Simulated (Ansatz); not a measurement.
## CsH: do energies and stresses tell the same story?

These are results of DFT r2SCAN, scalar-relativistic, plane waves, PAW in Ansatz, not measurements.

Settings: cutoff 500 eV, Γ-centred mesh 6×6×6 on the computed 2-atom cell, Gaussian smearing of 0.02 eV; no spin polarisation.

Relaxed cell: Fm-3m, a = 6.376 Å, b = 6.376 Å, c = 6.376 Å, α = 90.00°, β = 90.00°, γ = 90.00°, 2 atoms in the primitive cell.

Energies at zero smearing and pressures from the stress tensor, at volumes with shape and atoms relaxed:
```
V (Å³/atom) E − E(first) (meV/atom) P (GPa)
     30.457                     0.00    0.692
     31.429                    -3.07    0.329
     32.401                    -4.09    0.015
     33.373                    -3.33   -0.257
     34.345                    -1.04   -0.493
```

**Question.** Check P = −dE/dV between neighbouring volumes, and get the bulk modulus from the pressures alone.

**Answer.** With 1 eV/Å³ = 160.2 GPa:
| middle V (Å³/atom) | −ΔE/ΔV (GPa) | mean P (GPa) |
| --- | --- | --- |
| 30.943 | 0.506 | 0.510 |
| 31.915 | 0.168 | 0.172 |
| 32.887 | -0.124 | -0.121 |
| 33.859 | -0.378 | -0.375 |

The two differ by 0.004 GPa at most. The mean of two end pressures misses the average over a step by about ΔV² P″/12, up to 0.004 GPa here; with that taken off 0.000 GPa remains. Around V = 32.401 Å³/atom, the two neighbours give B = −V ΔP/ΔV = 32.401 × 0.586 / 1.944 = 9.8 GPa, against B0 = 9.7 GPa from the Birch–Murnaghan fit of the energies.